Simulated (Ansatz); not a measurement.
Runs of Ansatz 0.2.0 on BaTiO3 (Barioperovskite). The structure is orthorhombic, space group Amm2 (No. 38). Conventional cell: a = 3.986 Å, b = 5.674 Å, c = 5.690 Å, α = 90.00°, β = 90.00°, γ = 90.00°. Ba (site symmetry mm2) is surrounded by 12 O at 2.77 to 2.92 Å. Ti (site symmetry mm2) has 6 O at 1.93 to 2.09 Å as nearest neighbours. Around O (site symmetry m) lie 2 Ti at 1.93 to 2.09 Å. O (site symmetry mm2) is surrounded by 2 Ti at 2.00 Å. 

```tsv
task	level	U	cell	k mesh	cutoff (eV)	points for each segment of the path	hubbard projectors	double counting	gap on the mesh (eV)	pressure (GPa)	relaxed volume (Å³/atom)	largest force (eV/Å)
relaxation of cell and atoms	PBE	-	relaxed	7 × 7 × 7	420	-	-	-	2.47	0.0	13.39	-
band structure	PBEsol+U	Ti d U = 5 eV	as given	7 × 7 × 7	420	14	ortho-atomic (the default)	fll (the default)	2.51	-2.2	-	0.23
single point	PBE	-	as given	7 × 7 × 7	250	-	-	-	1.99	-2.2	-	(a)
single point	PBE	-	as given	12 × 12 × 12	420	-	-	-	(b)	2.3	-	(c)
relaxation of cell and atoms	r2SCAN	-	relaxed	7 × 7 × 7	500	-	-	-	(d)	0.0	13.02	-
```

Alike in all rows: potentials or basis Ansatz PAW; no spin polarisation; smearing fermi-dirac 0.05 eV.

Problem. Fill in the values left out.

Solution. (a) 0.53; (b) 1.91; (c) 0.27; (d) 2.74.

Caveats: spin-orbit coupling is left out, which moves the levels of the heavy elements; odd divisions of the mesh miss points on the zone boundary, where band edges often lie, so the gap on the mesh can be too wide (some runs); the plane-wave basis is chosen anew once the cell has moved, so the energies of steps on either side of that aren't comparable (some runs); the PAW data sets come from PBE, with cores solved anew for the run's functional, which leaves a small shift of forces and pressure (some runs); the k mesh misses the band edges, so the gap on the mesh is wider than the one along the path (some runs); the pressure holds a Pulay correction of +71.5 GPa for the finite cutoff (some runs); the cutoff lies under the one recommended for these potentials (some runs).

A k mesh can miss the band edges, and the runs leave out spin-orbit coupling on Ba.
